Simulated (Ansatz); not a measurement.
## AlAs, space group F-43m: a check of PAW against all-electron LAPW

Computed with Ansatz 0.2.0 through its Python package.

Script `paw_lapw.py`:
```python
'''PAW against all-electron LAPW for AlAs.'''

import ansatz as az
import numpy as np


def count_gap(report):
    # lowest empty less highest filled band, counting bands; zero where they overlap
    return max(report.get('gap_by_band_count_ev') or 0.0, 0.0)

structure = (
    az.Lattice.fcc(5.6608)
    .space_group(216)
    .atom('Al', [0.0, 0.0, 0.0])
    .atom('As', [0.25, 0.25, 0.75])
    .primitive()
)

calculation = (
    structure.calculation()
    .functional(az.Functional.PBESOL)
    .occupations('Fixed')
    .kpoints(6)
    .stress()
    .forces()
    .band_table()
)
variants = {
    'PAW': calculation.pseudopotentials('paw'),
    'LAPW': calculation.pseudopotentials('all_electron', lapw=True),
}
# totals differ by the cores that each treatment holds, so compare what does not depend on them
rows = []
for label, variant in variants.items():
    report = variant.run(threads=1).report
    levels = np.array(report['eigenvalues_ev'][0]) - report['fermi_energy_ev']
    print(label, 'levels at the first k-point near E_F:', np.round(levels[np.abs(levels) < 5], 3))
    rows.append((label, report['n_electrons'], np.trace(report['stress_gpa']) / 3, count_gap(report)))
print('     treatment  electrons in bands           P GPa  gap by band count eV')
for row in rows:
    print(f'{str(row[0]):>14s}  {row[1]:18.1f}  {row[2]:14.3f}  {row[3]:20.3f}')
```

```console
$ python paw_lapw.py
DeckWarning: basis.ecutwfc = 420 eV, auto-derived from the records' recommended cutoffs: set by Al (normal level)
PAW levels at the first k-point near E_F: [-0.    -0.     0.     1.961  4.27   4.27   4.27 ]
LAPW levels at the first k-point near E_F: [-0.    -0.     0.     1.962  4.267  4.267  4.267]
     treatment  electrons in bands           P GPa  gap by band count eV
           PAW                18.0           0.556                 1.326
          LAPW                34.0           0.534                 1.325
```
(Warnings from the package without file and line.)

PAW gives 0.556 GPa and LAPW 0.534 GPa, 0.021 GPa apart. They took 0.8 and 6.6 s of processor time.

Semilocal gaps usually lie well under measured ones. The computed bands are complete only to about 4.3 eV above the Fermi level. Under fixed occupations the level called the Fermi level is the highest filled one on the SCF mesh; off the mesh a filled band can lie a little above it. The starting cell is as deposited in a crystallographic database; the results hold for this polymorph, which needn't be the stable one. Levels are Kohn-Sham eigenvalues on this mesh, without spin-orbit coupling. Pressure is positive in compression; the treatments may keep other shells as core, so totals and counts of electrons can differ. Timing: 8.1 s on 1 thread of Arm Neoverse V2 (shared host), peak memory 0.41 GiB.
